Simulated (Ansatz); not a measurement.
Bulk crystal (Ti) after relaxation:

```cif
data_structure
_symmetry_space_group_name_H-M 'P 1'
_symmetry_Int_Tables_number 1
_cell_length_a 2.9004
_cell_length_b 2.9004
_cell_length_c 4.5910
_cell_angle_alpha 90.000
_cell_angle_beta 90.000
_cell_angle_gamma 120.000
_cell_volume 33.45
loop_
_atom_site_label
_atom_site_type_symbol
_atom_site_fract_x
_atom_site_fract_y
_atom_site_fract_z
_atom_site_occupancy
Ti1 Ti 0.33333 0.66667 0.25000 1
Ti2 Ti 0.66667 0.33333 0.75000 1
```

Miller indices refer to the conventional cell of P6_3/mmc (No. 194), a = 2.900 Å, b = 2.900 Å, c = 4.591 Å, α = 90.00°, β = 90.00°, γ = 120.00°.

The (001) slab of 7 planes, 13.8 Å thick with 15 Å of vacuum as cut; outer planes Ti (top) and Ti (bottom).

All numbers below come from Ansatz 0.2.0, DFT PBEsol, scalar-relativistic, plane waves, PAW. Cutoff 420 eV; k points 12×12×1 on the computed 7-atom cell (Γ-centred); Gaussian smearing, width 0.10 eV; no spin polarisation. A dipole correction removes the field between periodic images along c.

Results for the relaxed slab:

```yaml
Surface_energy_mean_of_both_faces: 2.16 J/m²
Work_function: 4.52 eV
```

Relaxation lowers the energy by 0.124 J/m² a face; the largest move is 0.109 Å.

| plane (bottom to top) | atoms | spacing to next, bulk (Å) | relaxed (Å) | change (%) |
| --- | --- | --- | --- | --- |
| 1 | Ti | 2.295 | 2.136 | -6.9 |
| 2 | Ti | 2.295 | 2.360 | +2.8 |
| 3 | Ti | 2.295 | 2.281 | -0.6 |
| 4 | Ti | 2.295 | 2.281 | -0.6 |
| 5 | Ti | 2.295 | 2.360 | +2.8 |
| 6 | Ti | 2.295 | 2.136 | -6.9 |
| 7 | Ti |  |  |  |